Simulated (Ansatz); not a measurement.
The cell below belongs to a search over invented structures; it isn't taken from experiment.

Input and command of a plane-wave DFT calculation in Ansatz:

```yaml
crystal:
  lattice:
    - [3.09055599, 0.0, 0.0]
    - [0.0, 3.09055599, 0.0]
    - [0.0, 0.0, 6.18111198]
  atoms:
    - { symbol: Ni, position: [0.0, 0.0, 0.75], spin: -2.0 }
    - { symbol: Ni, position: [0.0, 0.0, 0.25], spin: 2.0 }
    - { symbol: Sb, position: [0.5, 0.5, 0.0] }
    - { symbol: H, position: [0.5, 0.5, 0.5] }
basis:
  ecutwfc: 420
kpoints:
  mp_grid: { grid: [6, 6, 4] }
hamiltonian:
  xc: pbe
scf:
  occupations: { method: gaussian, width: 0.1 }
  lower_state_search: "off"
output:
  forces: true
  stress: true
  eigenvalues: true
  populations: true
magnetization:
  spin_polarized: true
relax:
  adjacent_minimum: "off"
  f_tol: 0.04
  max_steps: 70
  cell: { stress_tol: 0.4 }
```

```bash
ansatz run input.yaml --threads 1 --pin off --max-ram 2560MiB --backend cpu --events-out ev --progress --plain --runs-dir out
```

Processor: AMD EPYC 9R45 96-Core Processor (Zen 5), 1 thread, on a host shared with other jobs.

Question: How long does it run, and how much memory does it take?

Answer: About 2.6 min, peak memory 0.46 GiB. It solves 34 bands at 30 k points (after reduction by symmetry) with about 1059 plane waves (on the last cell), in 326 SCF iterations over 24 ionic steps.
